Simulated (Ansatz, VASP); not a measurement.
# Two plane-wave programs on Be

```
Be
1.0
     2.35699    0.00000    0.00000
    -1.17849    2.04121    0.00000
     0.00000    0.00000    3.42085
Be
2
Direct
  0.33333 0.66667 0.25000
  0.66667 0.33333 0.75000
```

Change from the starting cell: strain +0.025 along x and y, -0.050 along z, atoms carried along.

Alike in both runs: task single point; functional PBEsol; k mesh 24 × 24 × 14; occupations gaussian, width 0.15 eV; no spin polarisation.

|  | VASP | Ansatz |
| --- | --- | --- |
| version | VASP 6.6.1 | Ansatz 0.2.0 |
| potentials or method | VASP PAW PBE potentials, release 64 (Be) | scalar-relativistic, plane waves, PAW |
| plane-wave cutoff (eV) | 520 | 420 |
| valence electrons in the cell | 4 | 4 |

Ansatz gave:

* gap on the k mesh at the Fermi level (eV): none
* pressure (GPa): -4.0
* largest component of the traceless stress (GPa): 15.38

**Question.** What did VASP give for the same quantities?

**Answer.** gap on the k mesh at the Fermi level (eV): none; pressure (GPa): -3.7; largest component of the traceless stress (GPa): 15.47.

A gap of «none» marks a metal or a gap that the smearing closes.

Caveats: the PAW data sets were made with another functional, which shifts forces and pressure a little (VASP).
